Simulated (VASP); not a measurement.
A run of VASP 6.6.1 is set up as follows.

INCAR

```
SYSTEM = Cl
ALGO     = Normal         ! electronic algorithm
EDIFF    = 1E-6           ! SCF threshold, eV
ENCUT    = 520            ! plane-wave cutoff, eV
GGA      = PS             ! functional
ISIF     = 2              ! what is computed and relaxed
ISMEAR   = -1             ! smearing method
LASPH    = .True.         ! aspherical terms in the spheres
LCHARG   = .False.        ! write CHGCAR
LREAL    = .False.        ! projectors in reciprocal space
LWAVE    = .False.        ! write WAVECAR
NBANDS   = 10             ! bands
NELM     = 60             ! most SCF steps
PREC     = Accurate       ! precision mode
SIGMA    = 0.0276         ! smearing width, eV
```

KPOINTS

```
k-points
0
Gamma
  12 12 12
  0 0 0
```

File POSCAR:

```
Cl
1.0
    3.0746200000      0.0000000000      0.0000000000
    1.0253170000      2.8986250000      0.0000000000
    1.0253170000      0.7248940000      2.8065200000
Cl
1
Direct
    0.0000000000      0.0000000000      0.0000000000
```

Potentials or basis: VASP PAW PBE potentials, release 64 (Cl).

The run is started by

```console
$ cat potpaw_PBE.64/Cl/POTCAR > POTCAR
$ mpirun -np 1 vasp_std > vasp.out
```

Task: Estimate the band gap on the k mesh.

Result: None (metal or under the smearing width).

Task: Estimate the pressure.

Result: -5.9 GPa.

Stress tensor (GPa, compression positive):
```
-7.70 -3.12 -2.42
-3.12 -5.49 -1.71
-2.42 -1.71 -4.60
```

Caveat: the PAW data sets were made with another functional, which shifts forces and pressure a little; an odd number of electrons without spin polarisation forces a metal; a magnetic or distorted state may lie lower.
